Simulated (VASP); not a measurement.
# MgB2 (P6/mmm) in VASP: a series of runs

Aim: see how the results for MgB2 move with the level of theory and the settings. Levels: PBEsol, r2SCAN, AM05. Tasks: relaxation of cell and atoms.

Program: VASP 6.6.1. These are calculated values, not measurements. Logs are shortened: lines on timing, memory, paths and dates and some standing lists are left out, and cuts for length are marked.

### Step 1. The structure

It takes space group P6/mmm (No. 191, hexagonal). The conventional cell has a = 3.085 Å, b = 3.085 Å, c = 3.523 Å, α = 90.00°, β = 90.00°, γ = 120.00°. Mg (site symmetry 6/mmm) is surrounded by 12 B at 2.51 Å. B (site symmetry -6m2) has 3 B at 1.78 Å as nearest neighbours.

### Step 2. Relaxation of cell and atoms, PBEsol

File INCAR:

```
SYSTEM = MgB2
PREC = Accurate
ENCUT = 600
EDIFF = 1E-6
ISMEAR = 1
SIGMA = 0.1
LREAL = .FALSE.
LASPH = .TRUE.
NELM = 80
ALGO = Normal
ISIF = 3
LWAVE = .FALSE.
LCHARG = .FALSE.
GGA = PS
IBRION = 2
NSW = 90
EDIFFG = -0.01
```

File KPOINTS:

```
regular mesh
0
G
  15 15 10
  0 0 0
```

File POSCAR:

```
MgB2
1.0
    3.0850000000      0.0000000000      0.0000000000
   -1.5425000000      2.6716883707      0.0000000000
    0.0000000000      0.0000000000      3.5230000000
Mg B
1 2
Direct
    0.0000000000      0.0000000000      0.0000000000
    0.3333333333      0.6666666667      0.5000000000
    0.6666666667      0.3333333333      0.5000000000
```

Potentials or basis: VASP PAW PBE potentials, release 64 (Mg, B).

Run with:

```console
$ cat potpaw_PBE.64/Mg/POTCAR potpaw_PBE.64/B/POTCAR > POTCAR
$ mpirun -np 1 vasp_std > vasp.out
```

OUTCAR:

```text
SYSTEM = MgB2
   PREC = Accurate
   ENCUT = 600
   EDIFF = 1E-6
   ISMEAR = 1
   LREAL = .FALSE.
   LASPH = .TRUE.
   NELM = 80
   ISIF = 3
   GGA = PS
   IBRION = 2
   NSW = 90
   EDIFFG = -0.01

 ion  position               nearest neighbor table
   1  0.000  0.000  0.000-   2 2.51   3 2.51   2 2.51   3 2.51   3 2.51   3 2.51   2 2.51   2 2.51
                             3 2.51   3 2.51   2 2.51   2 2.51
   2  0.333  0.667  0.500-   3 1.78   3 1.78   3 1.78   1 2.51   1 2.51   1 2.51   1 2.51   1 2.51
                             1 2.51
   3  0.667  0.333  0.500-   2 1.78   2 1.78   2 1.78   1 2.51   1 2.51   1 2.51   1 2.51   1 2.51
                             1 2.51

  LATTYP: Found a hexagonal cell.
 ALAT       =     3.0850000000
 C/A-ratio  =     1.1419773096

  Lattice vectors:

 A1 = (   3.0850000000,   0.0000000000,   0.0000000000)
 A2 = (  -1.5425000000,   2.6716883707,   0.0000000000)
 A3 = (   0.0000000000,   0.0000000000,   3.5230000000)

Analysis of symmetry for initial positions (statically):
=====================================================================
 Subroutine PRICEL returns:
 Original cell was already a primitive cell.

 Routine SETGRP: Setting up the symmetry group for a
 hexagonal supercell.

 Subroutine GETGRP returns: Found 24 space group operations
 (whereof 24 operations were pure point group operations)
 out of a pool of 24 trial point group operations.

The static configuration has the point symmetry D_6h.

Analysis of symmetry for dynamics (positions and initial velocities):
=====================================================================
 Subroutine PRICEL returns:
 Original cell was already a primitive cell.

 Routine SETGRP: Setting up the symmetry group for a
 hexagonal supercell.

 Subroutine GETGRP returns: Found 24 space group operations
 (whereof 24 operations were pure point group operations)
 out of a pool of 24 trial point group operations.

The dynamic configuration has the point symmetry D_6h.

 Subroutine INISYM returns: Found 24 space group operations
 (whereof 24 operations are pure point group operations),
 and found     1 'primitive' translations

----------------------------------------------------------------------------------------

                                     Primitive cell

  volume of cell :      29.0371

  direct lattice vectors                    reciprocal lattice vectors
     3.085000000  0.000000000  0.000000000     0.324149109  0.187147575  0.000000000
    -1.542500000  2.671688371  0.000000000     0.000000000  0.374295150  0.000000000
     0.000000000  0.000000000  3.523000000     0.000000000  0.000000000  0.283848992

  length of vectors
     3.085000000  3.085000000  3.523000000     0.374295150  0.374295150  0.283848992

  position of ions in fractional coordinates (direct lattice)
     0.000000000  0.000000000  0.000000000
     0.333333333  0.666666667  0.500000000
     0.666666667  0.333333333  0.500000000

  ion indices of the primitive-cell ions
   primitive index   ion index
                 1           1
                 2           2
                 3           3

----------------------------------------------------------------------------------------

 KPOINTS: regular mesh

Automatic generation of k-mesh.
 Grid dimensions read from file:
 generate k-points for:   15   15   10

 Generating k-lattice:

  Cartesian coordinates                     Fractional coordinates (reciprocal lattice)
     0.021609941  0.012476505  0.000000000     0.066666667  0.000000000  0.000000000
     0.000000000  0.024953010  0.000000000     0.000000000  0.066666667  0.000000000
     0.000000000  0.000000000  0.028384899     0.000000000  0.000000000  0.100000000

  Length of vectors
     0.024953010  0.024953010  0.028384899

  Shift w.r.t. Gamma in fractional coordinates (k-lattice)
     0.000000000  0.000000000  0.000000000

 Subroutine IBZKPT returns following result:
 ===========================================

 Found    162 irreducible k-points:

 Following reciprocal coordinates:
            Coordinates               Weight
  0.000000  0.000000  0.000000      1.000000
  0.066667  0.000000  0.000000      6.000000
  0.133333  0.000000  0.000000      6.000000
  0.200000  0.000000  0.000000      6.000000
  0.266667  0.000000  0.000000      6.000000
  0.333333  0.000000  0.000000      6.000000
[... 16 lines left out ...]
  0.333333  0.200000  0.000000     12.000000
  0.400000  0.200000  0.000000      6.000000
 [... further k-points ...]
   k-points           NKPTS =    162   k-points in BZ     NKDIM =    162   number of bands    NBANDS=      8
   number of dos      NEDOS =    301   number of ions     NIONS =      3
   total plane-waves  NPLWV =  21952
   dimension x,y,z NGX =    28 NGY =   28 NGZ =   28
   dimension x,y,z NGXF=    56 NGYF=   56 NGZF=   56
   ions per type =               1   2
   NGX,Y,Z   is equivalent  to a cutoff of  15.09, 15.09, 13.21 a.u.
   NGXF,Y,Z  is equivalent  to a cutoff of  30.18, 30.18, 26.43 a.u.
 SYSTEM =  MgB2
   PREC   = accura    normal or accurate (medium, high low for compatibility)
   ISTART =      0    job   : 0-new  1-cont  2-samecut
   ICHARG =      2    charge: 1-file 2-atom 10-const
   ISPIN  =      1    spin polarized calculation?
   LNONCOLLINEAR =      F non collinear calculations
   LSORBIT =      F    spin-orbit coupling
   LASPH  =      T    aspherical Exc in radial PAW
   ENCUT  =  600.0 eV  44.10 Ry    6.64 a.u.   6.16  6.16  7.04*2*pi/ulx,y,z
   NELM   =     80;   NELMIN=  2; NELMDL= -5     # of ELM steps
   EDIFF  = 0.1E-05   stopping-criterion for ELM
   LREAL  =      F    real-space projection
   EDIFFG = -.1E-01   stopping-criterion for IOM
   NSW    =     90    number of steps for IOM
   IBRION =      2    ionic relax: 0-MD 1-quasi-New 2-CG
   NFREE  =      1    steps in history (QN), initial steepest desc. (CG)
   ISIF   =      3    stress and relaxation
   ISYM   =      2    0-nonsym 1-usesym 2-fastsym
   POTIM  = 0.5000    time-step for ionic-motion
   TEBEG  =    0.0;   TEEND  =   0.0 temperature during run
   PSTRESS=    0.0 pullay stress
   NELECT =       8.0000    total number of electrons
   NUPDOWN=      -1.0000    fix difference up-down
   EMIN   =  10.00;   EMAX   =-10.00  energy-range for DOS
   EFERMI =   0.00;   METHOD = LEGACY
   ISMEAR =     1;   SIGMA  =   0.10  broadening in eV -4-tet -1-fermi 0-gaus
   EFERMI_NEDOS =   21; number of points for ismear=-14 and -15
   IALGO  =     38    algorithm
   IMIX   =      4    mixing-type and parameters
     AMIX     =   0.40;   BMIX     =  1.00
     AMIX_MAG =   1.60;   BMIX_MAG =  1.00
  volume/ion in A,a.u.               =       9.68        65.32
  Fermi-wavevector in a.u.,A,eV,Ry     =   1.065255  2.013040 15.439462  1.134768
  Thomas-Fermi vector in A             =   2.200801
   LORBIT       =      0    0 simple, 1 ext, 2 COOP (PROOUT), +10 PAW based schemes
   GGA     = PS    functional components
   LHFCALC =     F    Hartree Fock is set to
   AEXX    =    0.0000 exact exchange contribution
   IVDW    =     0    specifies the selected vdW correction
   LEPSILON=     F    determine dielectric tensor
   LRPA    =     F    only Hartree local field effects (RPA)
 conjugate gradient relaxation of ions
 non-spin polarized calculation
 Methfessel and Paxton  Order N= 1 SIGMA  =   0.10
  energy-cutoff  :      600.00
  volume of cell :       29.04
 maximum number of plane-waves:       986
 NGX is ok and might be reduce to    28
   NGX = 13   NGY = 13   NGZ = 15

--------------------------------------- Ionic step        1  -------------------------------------------

 number of electron       8.0000000 magnetization

 Free energy of the ion-electron system (eV)
  ---------------------------------------------------
  ext. energy  EPLUGINS =         0.00000000
  ---------------------------------------------------
  free energy    TOTEN  =       -16.21972839 eV

  energy without entropy =      -16.21985044  energy(sigma->0) =      -16.21976907

------------------------ aborting loop because EDIFF is reached ----------------------------------------

  FORCE on cell =-STRESS in cart. coord.  units (eV):
  Direction    XX          YY          ZZ          XY          YZ          ZX
  --------------------------------------------------------------------------------------
  -------------------------------------------------------------------------------------
  Total       -0.7274046     -0.7274046     -0.3159730      0.0000000      0.0000000     -0.0000000
  in kB      -40.1358987    -40.1358987    -17.4343998      0.0000000      0.0000000     -0.0000000
  external PRESSURE =     -32.5687324 kB  Pullay stress =       0.0000000 kB

 VOLUME and BASIS-vectors are now :
 -----------------------------------------------------------------------------
  energy-cutoff  :      600.00
  volume of cell :       29.04
      direct lattice vectors                 reciprocal lattice vectors
     3.085000000  0.000000000  0.000000000     0.324149109  0.187147575  0.000000000
    -1.542500000  2.671688371  0.000000000     0.000000000  0.374295150  0.000000000
     0.000000000  0.000000000  3.523000000     0.000000000  0.000000000  0.283848992
[... 112 lines left out ...]
 POSITION                                       TOTAL-FORCE (eV/Angst)
 -----------------------------------------------------------------------------------
      0.00000     -0.00000      0.00000        -0.000000     -0.000000     -0.000000
     -0.00000      1.76705      1.75545        -0.000000      0.000000     -0.000000
      1.53031      0.88352      1.75545         0.000000     -0.000000      0.000000
 -----------------------------------------------------------------------------------
    total drift:                                0.000000      0.000000     -0.000000

  FREE ENERGIE OF THE ION-ELECTRON SYSTEM (eV)
  ---------------------------------------------------
  free  energy   TOTEN  =       -16.2262191063 eV

  energy  without entropy=      -16.2263267647  energy(sigma->0) =      -16.22625499

--------------------------------------- Ionic step        5  -------------------------------------------

 number of electron       8.0000000 magnetization

 Free energy of the ion-electron system (eV)
  ---------------------------------------------------
  ext. energy  EPLUGINS =         0.00000000
  ---------------------------------------------------
  free energy    TOTEN  =       -16.22626983 eV

  energy without entropy =      -16.22639136  energy(sigma->0) =      -16.22631034

 E-fermi :   5.2941     XC(G=0): -11.0721

 val. band max:        5.2884953390   @ k =   0.4667   0.0000   0.3000
 cond. band min:       5.3052781636   @ k =   0.1333   0.0000   0.3000
 fundamental gap:      0.0167828246
 Fermi energy:         5.2941062786

 k-point     1 :       0.0000    0.0000    0.0000
  band No.  band energies     occupation
      1      -7.1868      2.00000
      2       2.3303      2.00000
      3       5.7391     -0.00000
      4       5.7391     -0.00000
      5       6.9684     -0.00000
      6      11.7342      0.00000
      7      11.7342      0.00000
      8      13.7276      0.00000

 k-point     2 :       0.0667    0.0000    0.0000
  band No.  band energies     occupation
      1      -7.1085      2.00000
      2       2.4068      2.00000
      3       5.3338      0.38385
      4       5.5465     -0.00208
      5       7.0364     -0.00000
      6      11.6935      0.00000
      7      12.0859      0.00000
      8      13.8853      0.00000
[... 221 lines left out ...]
 k-point    23 :       0.3333    0.2000    0.0000
  band No.  band energies     occupation
      1      -3.4984      2.00000
      2      -1.2832      2.00000
      3       0.9690      2.00000
      4       5.7166     -0.00000
      5       8.5785      0.00000
      6      10.4291      0.00000
      7      11.8000      0.00000
      8      13.6450      0.00000

 k-point    24 :       0.4000    0.2000    0.0000
  band No.  band energies     occupation
      1      -2.7604      2.00000
      2      -2.1196      2.00000
      3       0.8756      2.00000
      4       6.1159     -0.00000
      5       8.0946      0.00000
      6      11.0110      0.00000
      7      11.3071      0.00000
      8      13.5825      0.00000

 [... further k-points ...]
[... 5 lines left out ...]
  --------------------------------------------------------------------------------------
  -------------------------------------------------------------------------------------
  Total       -0.0111979     -0.0111979     -0.0213838     -0.0000000     -0.0000000      0.0000000
  in kB       -0.6303733     -0.6303733     -1.2037808     -0.0000000     -0.0000000      0.0000000
  external PRESSURE =      -0.8215091 kB  Pullay stress =       0.0000000 kB

 VOLUME and BASIS-vectors are now :
 -----------------------------------------------------------------------------
  energy-cutoff  :      600.00
  volume of cell :       28.46
      direct lattice vectors                 reciprocal lattice vectors
     3.061150810 -0.000000000 -0.000000000     0.326674529  0.188605627 -0.000000000
    -1.530575405  2.651034366 -0.000000000     0.000000000  0.377211255 -0.000000000
     0.000000000  0.000000000  3.507106033     0.000000000  0.000000000  0.285135377

 POSITION                                       TOTAL-FORCE (eV/Angst)
 -----------------------------------------------------------------------------------
      1.53058      2.65103      3.50711        -0.000000     -0.000000     -0.000000
     -0.00000      1.76736      1.75355         0.000000      0.000000     -0.000000
      1.53058      0.88368      1.75355        -0.000000     -0.000000      0.000000
 -----------------------------------------------------------------------------------
    total drift:                                0.000000     -0.000000     -0.000000

  FREE ENERGIE OF THE ION-ELECTRON SYSTEM (eV)
  ---------------------------------------------------
  free  energy   TOTEN  =       -16.2262698350 eV

  energy  without entropy=      -16.2263913618  energy(sigma->0) =      -16.22631034

 reached required accuracy - stopping structural energy minimisation
```

Wall time 76 s (1 thread of Intel Xeon Platinum 8488C (Sapphire Rapids), shared host); peak memory 0.2 GiB.

Results:

| Item | Value |
| --- | --- |
| Free energy | -16.2263 eV |
| Relaxed volume | 9.49 Å³/atom |
| Relaxed cell | a = 3.061 Å, b = 3.061 Å, c = 3.507 Å, α = 90.00°, β = 90.00°, γ = 120.00° |
| Space group after relaxing (to 0.05 Å) | P6/mmm (No. 191) |
| Energy gained by relaxing | 2.2 meV/atom |
| Ionic steps | 5 |
| Pressure after relaxing | -0.1 GPa |
| Band gap on the k mesh | none (metal or under the smearing width) |

Step by step:
```csv
step,energy change (eV),largest force (eV/Å),pressure (GPa),volume (Å³)
1,0.0000,0.0000,-3.26,29.04
2,-0.0051,0.0000,1.45,28.22
3,-0.0065,0.0000,-0.07,28.47
4,-0.0065,0.0000,-0.14,28.48
5,-0.0065,0.0000,-0.08,28.46
```

Final structure:
```
CELL_PARAMETERS angstrom
3.06115 0.00000 0.00000
-1.53058 2.65103 0.00000
0.00000 0.00000 3.50711
ATOMIC_POSITIONS crystal
Mg 0.00000 0.00000 0.00000
B 0.33333 0.66667 0.50000
B 0.66667 0.33333 0.50000
```

Caveat: the PAW data sets were made with another functional, which shifts forces and pressure a little.

(Continued in part 2 of 2.)
